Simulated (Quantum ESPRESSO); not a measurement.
**CaSe (Fm-3m): from Born charge to LO-TO splitting**

Aim: work out the LO frequency and the static dielectric constant of CaSe (Fm-3m) from one linear-response run, then check them.

Calculated with Quantum ESPRESSO 7.5; DFT LDA, scalar-relativistic, plane waves, GBRV ultrasoft pseudopotentials.

The database entry behind the starting cell differs from later determinations by our own check (0.1 to 0.3 % short, probably kX units), so it need not match the best structure at ambient conditions.

## Step 1: The relaxed structure

The structure is cubic, space group Fm-3m (No. 225). The conventional cell has a = 5.792 Å, b = 5.792 Å, c = 5.792 Å, α = 90.00°, β = 90.00°, γ = 90.00°. Ca has 6 Se at 2.90 Å nearest. Nearest to Se lie 6 Ca at 2.90 Å. Farther neighbours and most contacts between anions are not listed.

Structure file:

```
Ca Se
1.0
     0.00000    2.89588    2.89588
     2.89588    0.00000    2.89588
     2.89588    2.89588    0.00000
Ca Se
1 1
Direct
  0.00000 0.00000 0.00000
  0.50000 0.50000 0.50000
```

This is the cell after its relaxation at this level of theory, not the database cell from which that began.

## Step 2: What the response run gave

A linear-response run on the relaxed cell, with the response to an electric field; only its zone-centre results are used. Cutoff 40 Ry, k mesh 8×8×8.

The program printed:

```text
[banners, grids, parts of the stress and lines that vanish by symmetry left out]
Program PHONON v.7.5
     Reading xml data from directory:

[...]
Exchange-correlation= PZ
                           (   1   1   0   0   0   0   0)
[...]
kinetic-energy cut-off    =      40.0000  Ry
     charge density cut-off    =     240.0000  Ry
     convergence threshold     =      1.0E-18
[...]
Exchange-correlation= PZ
                           (   1   1   0   0   0   0   0)
[...]
q = (   0.0000000   0.0000000   0.0000000 )
     49 Sym.Ops. (with q -> -q+G )
     G cutoff =  364.1166  (  20539 G-vectors)     FFT grid: ( 40, 40, 40)
     G cutoff =  242.7444  (  11191 G-vectors)  smooth grid: ( 32, 32, 32)
     number of k points=    29
[...]
Mode symmetry, O_h (m-3m)  point group:
[...]
Dielectric constant
[...]
End of electric fields calculation
          Dielectric constant in cartesian axis
          (       6.079435399       0.000000000       0.000000000 )
          (       0.000000000       6.079435399       0.000000000 )
          (       0.000000000       0.000000000       6.079435399 )
          Effective charges (d Force / dE) in cartesian axis without acoustic sum rule applied (asr)
           atom    1  Ca    Mean Z*:        2.35379
      Ex  (        2.35379       -0.00000       -0.00000 )
      Ey  (       -0.00000        2.35379       -0.00000 )
      Ez  (       -0.00000       -0.00000        2.35379 )
           atom    2  Se    Mean Z*:       -2.36174
      Ex  (       -2.36174       -0.00000       -0.00000 )
      Ey  (       -0.00000       -2.36174       -0.00000 )
      Ez  (       -0.00000       -0.00000       -2.36174 )
          Effective charges Sum: Mean:       -0.00795
[...]
Effective charges (d Force / dE) in cartesian axis with asr applied:
           atom    1  Ca    Mean Z*:        2.35777
[...]
atom    2  Se    Mean Z*:       -2.35777
[...]
Representation #   1 modes #   1   2   3
[...]
End of self-consistent calculation
     Convergence has been achieved
     Representation #   2 modes #   4   5   6
[...]
End of self-consistent calculation
     Convergence has been achieved
[...]
Dielectric constant in cartesian axis
          (       6.079435399       0.000000000       0.000000000 )
          (       0.000000000       6.079435399       0.000000000 )
          (       0.000000000       0.000000000       6.079435399 )
          Effective charges (d Force / dE) in cartesian axis without acoustic sum rule applied (asr)
           atom    1  Ca    Mean Z*:        2.35379
      Ex  (        2.35379       -0.00000       -0.00000 )
      Ey  (       -0.00000        2.35379       -0.00000 )
      Ez  (       -0.00000       -0.00000        2.35379 )
           atom    2  Se    Mean Z*:       -2.36174
      Ex  (       -2.36174       -0.00000       -0.00000 )
      Ey  (       -0.00000       -2.36174       -0.00000 )
      Ez  (       -0.00000       -0.00000       -2.36174 )
          Effective charges Sum: Mean:       -0.00795
[...]
Effective charges (d Force / dE) in cartesian axis with asr applied:
           atom    1  Ca    Mean Z*:        2.35777
[...]
atom    2  Se    Mean Z*:       -2.35777
[...]
q = (    0.000000000   0.000000000   0.000000000 )
[...]
freq (    1) =      -0.249234 [THz] =      -8.313559 [cm-1]
     freq (    2) =      -0.249234 [THz] =      -8.313559 [cm-1]
     freq (    3) =      -0.249234 [THz] =      -8.313559 [cm-1]
     freq (    4) =       5.742538 [THz] =     191.550462 [cm-1]
     freq (    5) =       5.742538 [THz] =     191.550462 [cm-1]
     freq (    6) =       5.742538 [THz] =     191.550462 [cm-1]
[...]
Mode symmetry, O_h (m-3m)  point group:
     freq (   1-   3) =         -8.3  [cm-1]   --> T_1u G_15  G_4- I
     freq (   4-   6) =        191.6  [cm-1]   --> T_1u G_15  G_4- I

   JOB DONE.
```

```
                       quantity   value
             cell volume Ω (Å³)  48.570
                 mass of Ca (u)  40.078
                 mass of Se (u)  78.971
     Born charge of Ca, raw (e)   2.354
     Born charge of Se, raw (e)  -2.362
                             ε∞   6.079
ω(TO) after the sum rule (cm⁻¹)   191.8
```

## Step 3: The calculation

The charges must sum to zero over the cell; taking off their mean, -0.004 e, leaves Z* = 2.358 e on Ca. In the polar mode Ca moves against Se, so the reduced mass is μ = 40.08 × 78.97 / 119.05 = 26.586 u.

A longitudinal wave builds up a field that adds to the restoring force: ω(LO)² = ω(TO)² + 4π Z*² / (μ Ω ε∞), in Hartree atomic units. With μ = 48463 electron masses and Ω = 327.77 bohr³ the second term is 7.2338e-07 Ha², or 34845 cm⁻² (1 Ha = 219474.6 cm⁻¹).

So ω(LO) = √(36780 + 34845) = 267.6 cm⁻¹, and by the Lyddane-Sachs-Teller relation ε₀ = ε∞ (ω(LO)/ω(TO))² = 11.84.

## Step 4: Check against the program

The analysis program adds the same non-analytic term to the full matrix, here for q along (1 0 0).

The program printed:

```text
[banner, memory and clock lines left out]
Program DYNMAT v.7.5

     Reading Dynamical Matrix from file g.dyn
     ...Force constants read
     ...epsilon and Z* read

     Polarizability (A^3 units)
     multiply by 0.371313 for Clausius-Mossotti correction
        19.632581    0.000000    0.000000
         0.000000   19.632581    0.000000
         0.000000    0.000000   19.632581

     IR activities are in (D/A)^2/amu units

# mode   [cm-1]    [THz]      IR
    1     -0.00   -0.0000    0.0000
    2      0.00    0.0000    0.0000
    3      0.00    0.0000    0.0000
    4    191.78    5.7495    4.8242
    5    191.78    5.7495    4.8242
    6    267.63    8.0233    4.8242
```

ε₀ comes from the program's run without a direction of q.

```
    quantity  by hand  program
ω(LO) (cm⁻¹)    267.6    267.6
          ε₀    11.84    11.84
```

## Step 5: Summary of results

```
TO mode                    : 191.8 cm⁻¹
LO mode                    : 267.6 cm⁻¹
static dielectric constant : 11.84
```

What this shows: The LO mode of CaSe (Fm-3m) lies at 268 cm⁻¹, 76 cm⁻¹ above the TO mode; the formula meets the program within 0.1 cm⁻¹, as it must for a cubic crystal with one polar mode. ω(LO)² − ω(TO)² goes with Z*²/ε∞: an error of 5 % in ε∞ would move the LO mode by 3.1 cm⁻¹, and semilocal functionals tend to overestimate ε∞. These are harmonic values at zero temperature, at the volume of this functional, for the structure held cubic; stability elsewhere in the zone is no part of this calculation.

[Host names and launcher messages were left out of these logs when they were recorded.]

[Logs are printed without paths, hosts, clocks, repeated set-up lines and the standing remarks that a program may print on its own settings, such as how far it seeks lower states.]

[Hosts, paths, dates, database ids (printed as entryN), source tags and the programs' standing remarks are cut or masked in the printed files.]
